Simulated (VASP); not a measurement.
# Settings for KF: band structure

KF, Fm-3m (no. 225), 2 atoms in the cell. AM05; PAW potentials K_sv, F (PBE set). VASP 6.6.1.

Wanted: band energies at the path's corners within 0.02 eV; smallest gap over path and mesh within 0.01 eV.

What the run is for: bands; Accuracy asked: standard; Route: fixed density (ICHARG 11).

Band energies at the path's corners: counted from the valence top.

POSCAR:
```
KF
1.0
    0.0000000000      2.6718500000      2.6718500000
    2.6718500000      0.0000000000      2.6718500000
    2.6718500000      2.6718500000      0.0000000000
K F
1 1
Direct
    0.0000000000      0.0000000000      0.0000000000
    0.5000000000      0.5000000000      0.5000000000
```

The series start from Plane-wave cutoff (eV): 460; k-point mesh: 6 × 6 × 6; k points a path segment: 12; Electronic threshold (eV): 1e-6; Precision mode (PREC): Accurate; Bands in all (NBANDS): 20; Aspherical gradient terms in the spheres (LASPH): yes. Each series keeps the choices made before it, and each single choice may use up half of a tolerance. Times cover all steps of a run.

## Plane-wave cutoff (eV)

| Plane-wave cutoff (eV) | Band energies at the path's corners, largest deviation (eV) | Smallest gap over path and mesh (eV) | Time (s) |
|---|---|---|---|
| 320 | 0.144 | 6.372 | 46 |
| 400 | 0.025 | 6.280 | 78 |
| 460 | 0.003 | 6.259 | 77 |
| 520 | 0.003 | 6.255 | 74 |
| 640 (reference) | 0.000 | 6.258 | 117 |

Chosen: 460, the loosest value from which every tighter one stays within half of the tolerance.

## k-point mesh

| k-point mesh | Band energies at the path's corners, largest deviation (eV) | Smallest gap over path and mesh (eV) | Time (s) |
|---|---|---|---|
| 3 × 3 × 3 | 0.002 | 6.258 | 73 |
| 4 × 4 × 4 | 0.000 | 6.259 | 58 |
| 5 × 5 × 5 | 0.000 | 6.259 | 61 |
| 6 × 6 × 6 | 0.000 | 6.259 | 77 |
| 7 × 7 × 7 | 0.000 | 6.259 | 64 |
| 9 × 9 × 9 (reference) | 0.000 | 6.259 | 80 |

Chosen: 3 × 3 × 3.

## Electronic threshold (eV)

| Electronic threshold (eV) | Band energies at the path's corners, largest deviation (eV) | Smallest gap over path and mesh (eV) | Time (s) |
|---|---|---|---|
| 0.001 | 0.005 | 6.248 | 32 |
| 0.0001 | 0.001 | 6.256 | 28 |
| 1e-5 | 0.000 | 6.258 | 29 |
| 1e-6 | 0.000 | 6.258 | 30 |
| 1e-7 (reference) | 0.000 | 6.258 | 32 |

Chosen: 0.0001.

## Precision mode (PREC)

| Precision mode (PREC) | Band energies at the path's corners, largest deviation (eV) | Smallest gap over path and mesh (eV) | Time (s) |
|---|---|---|---|
| SingleN | 0.010 | 6.267 | 14 |
| Normal | 0.000 | 6.256 | 17 |
| Accurate (reference) | 0.000 | 6.256 | 28 |

Chosen: Normal.

## Bands in all (NBANDS)

| Bands in all (NBANDS) | Band energies at the path's corners, largest deviation (eV) | Smallest gap over path and mesh (eV) | Time (s) |
|---|---|---|---|
| 10 | 0.064 | 6.256 | 14 |
| 11 | 0.001 | 6.255 | 12 |
| 12 | 0.001 | 6.255 | 11 |
| 14 | 0.001 | 6.255 | 12 |
| 20 | 0.000 | 6.256 | 17 |
| 30 (reference) | 0.000 | 6.256 | 20 |

Chosen: 11.

## Aspherical gradient terms in the spheres (LASPH)

| Aspherical gradient terms in the spheres (LASPH) | Band energies at the path's corners, largest deviation (eV) | Smallest gap over path and mesh (eV) | Time (s) |
|---|---|---|---|
| yes | 0.000 | 6.255 | 12 |
| no | 0.000 | 6.255 | 8.6 |

Chosen: yes; no other choice that stays within half of the tolerance saves 30 % of the time.

Also changed on the way, by series that aren't shown: k points a path segment: 5.

## All choices together

| Input | Band energies at the path's corners, largest deviation (eV) | Smallest gap over path and mesh (eV) | Time (s) |
|---|---|---|---|
| the program's defaults (naive) | 0.033 | 6.287 | 18 |
| chosen settings | 0.002 | 6.255 | 12 |
| reference settings throughout | 0.000 | 6.258 | 300 |

The tolerance is met.

## The input

INCAR.step1:
```
SYSTEM = KF
GGA = AM
ISMEAR = 0
SIGMA = 0.03
LWAVE = .False.
LCHARG = .True.
NBANDS = 11
PREC = Normal
LASPH = .True.
LREAL = .False.
ALGO = Normal
EDIFF = 1E-4
NELM = 120
GGA_COMPAT = .False.
ENCUT = 460
EFERMI = MIDGAP
```

INCAR.step2, as INCAR.step1 but for:
```
- LCHARG = .True.
+ LCHARG = .False.
+ ICHARG = 11
```

KPOINTS.step1:
```
Automatic mesh
0
Gamma
  3 3 3
  0 0 0
```

KPOINTS.step2:
```
path GXWKGLUWLK,UX
5
line-mode
reciprocal
 0.0000000000  0.0000000000  0.0000000000  G
 0.5000000000  0.0000000000  0.5000000000  X

 0.5000000000  0.0000000000  0.5000000000  X
 0.5000000000  0.2500000000  0.7500000000  W

 0.5000000000  0.2500000000  0.7500000000  W
 0.3750000000  0.3750000000  0.7500000000  K

 0.3750000000  0.3750000000  0.7500000000  K
 0.0000000000  0.0000000000  0.0000000000  G

 0.0000000000  0.0000000000  0.0000000000  G
 0.5000000000  0.5000000000  0.5000000000  L

 0.5000000000  0.5000000000  0.5000000000  L
 0.6250000000  0.2500000000  0.6250000000  U

 0.6250000000  0.2500000000  0.6250000000  U
 0.5000000000  0.2500000000  0.7500000000  W

 0.5000000000  0.2500000000  0.7500000000  W
 0.5000000000  0.5000000000  0.5000000000  L

 0.5000000000  0.5000000000  0.5000000000  L
 0.3750000000  0.3750000000  0.7500000000  K

 0.6250000000  0.2500000000  0.6250000000  U
 0.5000000000  0.0000000000  0.5000000000  X
```

Commands (each step's output is kept before the next begins):
```
cat potpaw_PBE.64/K_sv/POTCAR potpaw_PBE.64/F/POTCAR > POTCAR
cp INCAR.step1 INCAR
cp KPOINTS.step1 KPOINTS
mpirun -np 1 vasp_std > vasp.out
cp INCAR.step2 INCAR
cp KPOINTS.step2 KPOINTS
mpirun -np 1 vasp_std > vasp.out
```

Limits: AM05 gaps are mostly well below measured ones.

The chosen input took VASP 6.6.1 12 s on 1 core (AMD EPYC 7R43 (Zen 3)), a shared host.

## An input that fails: fixed density asked without a density file

VASP's message: ERROR: charge density could not be read from file CHGCAR for ICHARG>10.

Changes against the starting input:
```
- LCHARG = True
- NELM = 120
+ LCHARG = False
+ NELM = 54
+ ICHARG = 11
```
